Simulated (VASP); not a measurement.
Wanted: the native input for a VASP 6.6.1 run.

```yaml
Task: single point
Functional: LDA
Potentials_or_basis: VASP PAW LDA potentials, release 64 (Hf_pv, B)
Cutoff: 520 eV
k_mesh: 10 × 10 × 8
Occupations: fermi-dirac, width 0.05 eV
Spin: no spin polarisation
Hubbard_terms: Hf d U = 5 eV
Further_INCAR_settings: ALGO = Fast; EDIFF = 1e-07; NBANDS = 15
```

The structure of HfB2 lies in POSCAR:

```
HfB2
1.0
    3.1400000000      0.0000000000      0.0000000000
   -1.5700000000      2.7193197679      0.0000000000
    0.0000000000      0.0000000000      3.4800000000
Hf B
1 2
Direct
    0.0000000000      0.0000000000      0.0000000000
    0.6666666667      0.3333333333      0.5000000000
    0.3333333333      0.6666666667      0.5000000000
```

These files were run (other wordings do the same):

INCAR

```
SYSTEM = HfB2
ALGO = Fast
EDIFF = 1E-7
ENCUT = 520
ISIF = 2
ISMEAR = -1
LASPH = .True.
LCHARG = .False.
LDAU = .True.
LDAUJ = 0 0
LDAUL = 2 -1
LDAUPRINT = 1
LDAUTYPE = 2
LDAUU = 5 0
LMAXMIX = 4
LREAL = .False.
LWAVE = .False.
NBANDS = 15
NELM = 100
PREC = Accurate
SIGMA = 0.05
```

KPOINTS

```
k-points
0
Gamma
  10 10 8
  0 0 0
```

Potentials or basis: VASP PAW LDA potentials, release 64 (Hf_pv, B).

The run is started by

```sh
$ cat potpaw_LDA.64/Hf_pv/POTCAR potpaw_LDA.64/B/POTCAR > POTCAR
$ mpirun -np 1 vasp_std > vasp.out
```

Results of the run:

```
Pressure               : 4.8 GPa
Band gap on the k mesh : none (metal or under the smearing width)
```

Caveat: U without spin polarisation on a metal has little footing; the U is typed as a test and isn't derived for this compound.

It took 15 s on 1 thread of Intel(R) Xeon(R) Platinum 8488C (Sapphire Rapids) (shared host), peak memory 0.14 GiB.
